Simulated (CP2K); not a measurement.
AlN:

```xyz
2
Lattice="3.0886 0.0000 0.0000 1.5443 2.6748 0.0000 1.5443 0.8916 2.5219" Properties=species:S:1:pos:R:3 pbc="T T T"
Al    0.0000    0.0000    0.0000
N     1.5443    0.8916    0.6305
```

Measurements of this composition are mostly on another form, of space group No. 186.

Base run:

```yaml
Program: CP2K 2026.2
Functional: PBE
Potentials_or_basis: POTENTIAL_UZH Al GTH-PBE-q3, N GTH-PBE-q5; TZVP-MOLOPT-PBE-GTH basis
Density_cutoff: 9184 eV
k_mesh: 10 × 10 × 10
Occupations: fermi-dirac, width 0.05 eV
Spin: no spin polarisation
```

Its results: band gap on the k mesh 3.32 eV, indirect (least direct gap 4.22 eV); pressure 3.8 GPa.

Question: The run is repeated on the same cell with these changes: functional from PBE to rev-vdW-DF2. What comes out?

Answer: Band gap on the k mesh 3.38 eV, indirect (least direct gap 4.26 eV); pressure 3.4 GPa.

Caveats: the basis of atomic orbitals isn't converged, which shifts pressures, moduli and gaps; the potentials were made for another functional, which shifts forces and pressure (some runs).
